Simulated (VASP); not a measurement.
# Al2Pt (Fm-3m) in VASP: notebook

One crystal, Al2Pt, is run at these levels: PBE; tasks: single point, relaxation of cell and atoms.

Everything below comes from runs of VASP 6.6.1. Logs are shortened: lines on timing, memory, paths and dates and some standing lists are left out, and cuts for length are marked.

### Step 1. Starting point

The structure is cubic, space group Fm-3m (No. 225). The conventional cell has a = 5.946 Å, b = 5.946 Å, c = 5.946 Å, α = 90.00°, β = 90.00°, γ = 90.00°. Al (site symmetry -43m) has 4 Pt at 2.57 Å as nearest neighbours. Pt (site symmetry m-3m) has 8 Al at 2.57 Å as nearest neighbours.

### Step 2. Single point, PBE

File INCAR:

```
SYSTEM = Al2Pt
  PREC = Accurate
  ENCUT = 520
  EDIFF = 1E-6
  ISMEAR = 0
  SIGMA = 0.1
  LREAL = .False.
  LASPH = .True.
  NELM = 100
  ALGO = Normal
  ISIF = 2
  LWAVE = .False.
  LCHARG = .False.
  GGA = PE
  NBANDS = 15
```

File KPOINTS:

```
regular mesh
0
Gamma
  12 12 12
  0 0 0
```

File POSCAR:

```
Al2Pt
1.0
    0.0000000000      2.9732040917      2.9732040917
    2.9732040917      0.0000000000      2.9732040917
    2.9732040917      2.9732040917      0.0000000000
Al Pt
2 1
Direct
    0.2500000000      0.2500000000      0.2500000000
    0.7500000000      0.7500000000      0.7500000000
    0.0000000000      0.0000000000      0.0000000000
```

Potentials or basis: VASP PAW PBE potentials, release 64 (Al, Pt).

Started as:

```sh
$ cat potpaw_PBE.64/Al/POTCAR potpaw_PBE.64/Pt/POTCAR > POTCAR
$ mpirun -np 1 vasp_std > vasp.out
```

OUTCAR:

```text
SYSTEM = Al2Pt
   PREC = Accurate
   ENCUT = 520
   EDIFF = 1E-6
   ISMEAR = 0
   LREAL = .False.
   LASPH = .True.
   NELM = 100
   ISIF = 2
   GGA = PE

 ion  position               nearest neighbor table
   1  0.250  0.250  0.250-   3 2.57   3 2.57   3 2.57   3 2.57   2 2.97   2 2.97   2 2.97   2 2.97
                             2 2.97   2 2.97
   2  0.750  0.750  0.750-   3 2.57   3 2.57   3 2.57   3 2.57   1 2.97   1 2.97   1 2.97   1 2.97
                             1 2.97   1 2.97
   3  0.000  0.000  0.000-   1 2.57   2 2.57   2 2.57   2 2.57   2 2.57   1 2.57   1 2.57   1 2.57

  LATTYP: Found a face centered cubic cell.
 ALAT       =     5.9464081834

  Lattice vectors:

 A1 = (   0.0000000000,   2.9732040917,   2.9732040917)
 A2 = (   2.9732040917,   0.0000000000,   2.9732040917)
 A3 = (   2.9732040917,   2.9732040917,   0.0000000000)

Analysis of symmetry for initial positions (statically):
=====================================================================
 Subroutine PRICEL returns:
 Original cell was already a primitive cell.

 Routine SETGRP: Setting up the symmetry group for a
 face centered cubic supercell.

 Subroutine GETGRP returns: Found 48 space group operations
 (whereof 48 operations were pure point group operations)
 out of a pool of 48 trial point group operations.

The static configuration has the point symmetry O_h .

Analysis of symmetry for dynamics (positions and initial velocities):
=====================================================================
 Subroutine PRICEL returns:
 Original cell was already a primitive cell.

 Routine SETGRP: Setting up the symmetry group for a
 face centered cubic supercell.

 Subroutine GETGRP returns: Found 48 space group operations
 (whereof 48 operations were pure point group operations)
 out of a pool of 48 trial point group operations.

The dynamic configuration has the point symmetry O_h .

 Subroutine INISYM returns: Found 48 space group operations
 (whereof 48 operations are pure point group operations),
 and found     1 'primitive' translations

----------------------------------------------------------------------------------------

                                     Primitive cell

  volume of cell :      52.5659

  direct lattice vectors                    reciprocal lattice vectors
     0.000000000  2.973204092  2.973204092    -0.168168745  0.168168745  0.168168745
     2.973204092  0.000000000  2.973204092     0.168168745 -0.168168745  0.168168745
     2.973204092  2.973204092  0.000000000     0.168168745  0.168168745 -0.168168745

  length of vectors
     4.204745550  4.204745550  4.204745550     0.291276810  0.291276810  0.291276810

  position of ions in fractional coordinates (direct lattice)
     0.250000000  0.250000000  0.250000000
     0.750000000  0.750000000  0.750000000
     0.000000000  0.000000000  0.000000000

  ion indices of the primitive-cell ions
   primitive index   ion index
                 1           1
                 2           2
                 3           3

----------------------------------------------------------------------------------------

 KPOINTS: regular mesh

Automatic generation of k-mesh.
 Grid dimensions read from file:
 generate k-points for:   12   12   12

 Generating k-lattice:

  Cartesian coordinates                     Fractional coordinates (reciprocal lattice)
    -0.014014062  0.014014062  0.014014062     0.083333333  0.000000000  0.000000000
     0.014014062 -0.014014062  0.014014062     0.000000000  0.083333333  0.000000000
     0.014014062  0.014014062 -0.014014062     0.000000000  0.000000000  0.083333333

  Length of vectors
     0.024273068  0.024273068  0.024273068

  Shift w.r.t. Gamma in fractional coordinates (k-lattice)
     0.000000000  0.000000000  0.000000000

 Subroutine IBZKPT returns following result:
 ===========================================

 Found     72 irreducible k-points:

 Following reciprocal coordinates:
            Coordinates               Weight
  0.000000  0.000000  0.000000      1.000000
  0.083333  0.000000  0.000000      8.000000
  0.166667  0.000000  0.000000      8.000000
  0.250000  0.000000  0.000000      8.000000
  0.333333  0.000000  0.000000      8.000000
  0.416667  0.000000  0.000000      8.000000
[... 16 lines left out ...]
  0.500000  0.166667  0.000000     24.000000
 -0.416667  0.166667  0.000000     24.000000
 [... further k-points ...]
   k-points           NKPTS =     72   k-points in BZ     NKDIM =     72   number of bands    NBANDS=     15
   number of dos      NEDOS =    301   number of ions     NIONS =      3
   total plane-waves  NPLWV =  32768
   dimension x,y,z NGX =    32 NGY =   32 NGZ =   32
   dimension x,y,z NGXF=    64 NGYF=   64 NGZF=   64
   ions per type =               2   1
   NGX,Y,Z   is equivalent  to a cutoff of  12.65, 12.65, 12.65 a.u.
   NGXF,Y,Z  is equivalent  to a cutoff of  25.30, 25.30, 25.30 a.u.
 SYSTEM =  Al2Pt
   PREC   = accura    normal or accurate (medium, high low for compatibility)
   ISTART =      0    job   : 0-new  1-cont  2-samecut
   ICHARG =      2    charge: 1-file 2-atom 10-const
   ISPIN  =      1    spin polarized calculation?
   LNONCOLLINEAR =      F non collinear calculations
   LSORBIT =      F    spin-orbit coupling
   LASPH  =      T    aspherical Exc in radial PAW
   ENCUT  =  520.0 eV  38.22 Ry    6.18 a.u.   7.82  7.82  7.82*2*pi/ulx,y,z
   NELM   =    100;   NELMIN=  2; NELMDL= -5     # of ELM steps
   EDIFF  = 0.1E-05   stopping-criterion for ELM
   LREAL  =      F    real-space projection
   EDIFFG = 0.1E-04   stopping-criterion for IOM
   NSW    =      0    number of steps for IOM
   IBRION =     -1    ionic relax: 0-MD 1-quasi-New 2-CG
   NFREE  =      0    steps in history (QN), initial steepest desc. (CG)
   ISIF   =      2    stress and relaxation
   ISYM   =      2    0-nonsym 1-usesym 2-fastsym
   POTIM  = 0.5000    time-step for ionic-motion
   TEBEG  =    0.0;   TEEND  =   0.0 temperature during run
   PSTRESS=    0.0 pullay stress
   NELECT =      16.0000    total number of electrons
   NUPDOWN=      -1.0000    fix difference up-down
   EMIN   =  10.00;   EMAX   =-10.00  energy-range for DOS
   EFERMI =   0.00;   METHOD = LEGACY
   ISMEAR =     0;   SIGMA  =   0.10  broadening in eV -4-tet -1-fermi 0-gaus
   EFERMI_NEDOS =   21; number of points for ismear=-14 and -15
   IALGO  =     38    algorithm
   IMIX   =      4    mixing-type and parameters
     AMIX     =   0.40;   BMIX     =  1.00
     AMIX_MAG =   1.60;   BMIX_MAG =  1.00
  volume/ion in A,a.u.               =      17.52       118.24
  Fermi-wavevector in a.u.,A,eV,Ry     =   1.101235  2.081033 16.500045  1.212719
  Thomas-Fermi vector in A             =   2.237659
   LORBIT       =      0    0 simple, 1 ext, 2 COOP (PROOUT), +10 PAW based schemes
   GGA     = PE    functional components
   LHFCALC =     F    Hartree Fock is set to
   AEXX    =    0.0000 exact exchange contribution
   IVDW    =     0    specifies the selected vdW correction
   LEPSILON=     F    determine dielectric tensor
   LRPA    =     F    only Hartree local field effects (RPA)
 non-spin polarized calculation
 Gauss-broadening in eV      SIGMA  =   0.10
  energy-cutoff  :      520.00
  volume of cell :       52.57
 maximum number of plane-waves:      1430
   NGX = 15   NGY = 15   NGZ = 15

 number of electron      16.0000000 magnetization

 Free energy of the ion-electron system (eV)
  ---------------------------------------------------
  ext. energy  EPLUGINS =         0.00000000
  ---------------------------------------------------
  free energy    TOTEN  =       -16.25590331 eV

  energy without entropy =      -16.25006835  energy(sigma->0) =      -16.25298583

 E-fermi :   7.7125     XC(G=0): -10.6206

 val. band max:        7.6817228854   @ k =   0.2500   0.2500   0.0000
 cond. band min:       7.7163648351   @ k =   0.3333   0.2500   0.0000
 fundamental gap:      0.0346419497
 Fermi energy:         7.7125307848

 k-point     1 :       0.0000    0.0000    0.0000
  band No.  band energies     occupation
      1      -2.4148      2.00000
      2       2.7269      2.00000
      3       2.7269      2.00000
      4       2.7269      2.00000
      5       4.0623      2.00000
      6       4.0623      2.00000
      7      10.5013      0.00000
      8      11.4929      0.00000
      9      11.4929      0.00000
     10      11.4929      0.00000
     11      12.9901      0.00000
     12      12.9901      0.00000
     13      12.9901      0.00000
     14      13.9558      0.00000
     15      13.9558      0.00000

 k-point     2 :       0.0833    0.0000    0.0000
  band No.  band energies     occupation
      1      -2.3204      2.00000
      2       2.6686      2.00000
      3       2.7588      2.00000
      4       2.7588      2.00000
      5       4.0509      2.00000
      6       4.0509      2.00000
      7      10.1187      0.00000
      8      10.7754      0.00000
      9      11.2018      0.00000
     10      11.2018      0.00000
     11      13.3163      0.00000
     12      13.3163      0.00000
     13      13.6705      0.00000
     14      13.7690      0.00000
     15      13.7690      0.00000
[... 365 lines left out ...]
      3       2.9709      2.00000
      4       3.2317      2.00000
      5       4.0243      2.00000
      6       4.2500      2.00000
      7       4.2940      2.00000
      8       7.5410      1.98472
      9       8.0328      0.00001
     10      11.0665      0.00000
     11      13.4450      0.00000
     12      13.8389      0.00000
     13      14.2330      0.00000
     14      15.2377      0.00000
     15      17.6546      0.00000

 k-point    24 :      -0.4167    0.1667    0.0000
  band No.  band energies     occupation
      1       0.1964      2.00000
      2       1.7009      2.00000
      3       2.9432      2.00000
      4       3.2484      2.00000
      5       3.8169      2.00000
      6       4.1533      2.00000
      7       4.5173      2.00000
      8       7.1968      2.00000
      9       8.3391      0.00000
     10      11.1480      0.00000
     11      13.2507      0.00000
     12      13.5785      0.00000
     13      14.5372      0.00000
     14      16.3708      0.00000
     15      16.7935      0.00000

 [... further k-points ...]

------------------------ aborting loop because EDIFF is reached ----------------------------------------

  FORCE on cell =-STRESS in cart. coord.  units (eV):
  Direction    XX          YY          ZZ          XY          YZ          ZX
  --------------------------------------------------------------------------------------
  -------------------------------------------------------------------------------------
  Total       -0.0581461     -0.0581461     -0.0581461      0.0000000      0.0000000      0.0000000
  in kB       -1.7722594     -1.7722594     -1.7722594      0.0000000      0.0000000      0.0000000
  external PRESSURE =      -1.7722594 kB  Pullay stress =       0.0000000 kB

 VOLUME and BASIS-vectors are now :
 -----------------------------------------------------------------------------
  energy-cutoff  :      520.00
  volume of cell :       52.57
      direct lattice vectors                 reciprocal lattice vectors
     0.000000000  2.973204092  2.973204092    -0.168168745  0.168168745  0.168168745
     2.973204092  0.000000000  2.973204092     0.168168745 -0.168168745  0.168168745
     2.973204092  2.973204092  0.000000000     0.168168745  0.168168745 -0.168168745

 POSITION                                       TOTAL-FORCE (eV/Angst)
 -----------------------------------------------------------------------------------
      1.48660      1.48660      1.48660         0.000000     -0.000000     -0.000000
      4.45981      4.45981      4.45981         0.000000      0.000000      0.000000
      0.00000      0.00000      0.00000        -0.000000      0.000000     -0.000000
 -----------------------------------------------------------------------------------
    total drift:                                0.000000     -0.000000      0.000000

  FREE ENERGIE OF THE ION-ELECTRON SYSTEM (eV)
  ---------------------------------------------------
  free  energy   TOTEN  =       -16.2559033080 eV

  energy  without entropy=      -16.2500683509  energy(sigma->0) =      -16.25298583
```

Run time: 37 s. Hardware: 1 thread of Intel Xeon Platinum 8488C (Sapphire Rapids), shared host; peak memory 0.21 GiB.

What came out:

```
Free energy            : -16.2559 eV
Pressure               : -0.2 GPa
Band gap on the k mesh : none (metal or under the smearing width)
```

Levels at points of the mesh, in eV from the Fermi level:
```
           k point  band 6  band 7  band 8  band 9  band 10  band 11
(0.00, 0.00, 0.00)   -3.65    2.79    3.78    3.78     3.78     5.28
(0.50, 0.00, 0.00)   -3.44   -3.44    0.99    0.99     3.71     5.05
(0.50, 0.50, 0.00)   -3.39   -3.17   -1.60   -1.60     2.99     3.33
```

Spin-orbit coupling is left out, which matters for the levels of Pt.

### Step 3. Relaxation of cell and atoms, PBE

This run uses another cell than the first one, of 17.20 Å³/atom, 0.982 times its volume.

File INCAR:

```
ALGO = Normal ; EDIFF = 1E-6
EDIFFG = -0.005 ; ENCUT = 600
GGA = PE ; IBRION = 2
ISIF = 3 ; ISMEAR = 0
LASPH = T ; LCHARG = F
LREAL = F ; LWAVE = F
NELM = 60 ; NSW = 100
PREC = Accurate ; SIGMA = 0.1
```

File KPOINTS:

```
k-points
0
Gamma
  12 12 12
```

File POSCAR:

```
Al2Pt
1.0
    0.0000000000      2.9550006156      2.9550006156
    2.9550006156      0.0000000000      2.9550006156
    2.9550006156      2.9550006156      0.0000000000
Al Pt
2 1
Direct
    0.2500000000      0.2500000000      0.2500000000
    0.7500000000      0.7500000000      0.7500000000
    0.0000000000      0.0000000000      0.0000000000
```

Potentials or basis: VASP PAW PBE potentials, release 64 (Al, Pt).

Started as:

```sh
$ cat potpaw_PBE.64/Al/POTCAR potpaw_PBE.64/Pt/POTCAR > POTCAR
$ mpirun -np 1 vasp_std > vasp.out
```

Run time: 2 min. Hardware: 1 thread of Intel Xeon Platinum 8488C (Sapphire Rapids), shared host; peak memory 0.24 GiB.

Results (log left out):

* Free energy: -16.2558 eV
* Relaxed volume: 17.50 Å³/atom
* Relaxed cell: a = 4.203 Å, b = 4.203 Å, c = 4.203 Å, α = 60.00°, β = 60.00°, γ = 60.00°
* Space group after relaxing (to 0.05 Å): Fm-3m (No. 225)
* Energy gained by relaxing: 2.1 meV/atom
* Ionic steps: 3
* Pressure after relaxing: 0.0 GPa
* Band gap on the k mesh: none (metal or under the smearing width)

Step by step:
```csv
step,energy change (eV),largest force (eV/Å),pressure (GPa),volume (Å³)
1,0.0000,0.0000,2.33,51.61
2,0.0010,0.0000,-2.35,53.50
3,-0.0064,0.0000,0.01,52.50
```

Final structure:
```
CELL_PARAMETERS angstrom
0.00000 2.97204 2.97204
2.97204 0.00000 2.97204
2.97204 2.97204 0.00000
ATOMIC_POSITIONS crystal
Al 0.25000 0.25000 0.25000
Al 0.75000 0.75000 0.75000
Pt 0.00000 0.00000 0.00000
```

Levels at points of the mesh, in eV from the Fermi level:
| k point | band 5 | band 6 | band 7 | band 8 | band 9 | band 10 | band 11 | band 12 |
| --- | --- | --- | --- | --- | --- | --- | --- | --- |
| (0.00, 0.00, 0.00) | -3.66 | -3.66 | 2.80 | 3.78 | 3.78 | 3.78 | 5.28 | 5.28 |
| (0.50, 0.00, 0.00) | -3.68 | -3.44 | -3.44 | 0.99 | 0.99 | 3.71 | 5.05 | 5.05 |
| (0.50, 0.50, 0.00) | -3.75 | -3.39 | -3.17 | -1.60 | -1.60 | 2.99 | 3.33 | 8.03 |

The run has no spin-orbit coupling, so splittings on Pt are missing. Zero-point motion and thermal expansion aren't in these numbers.
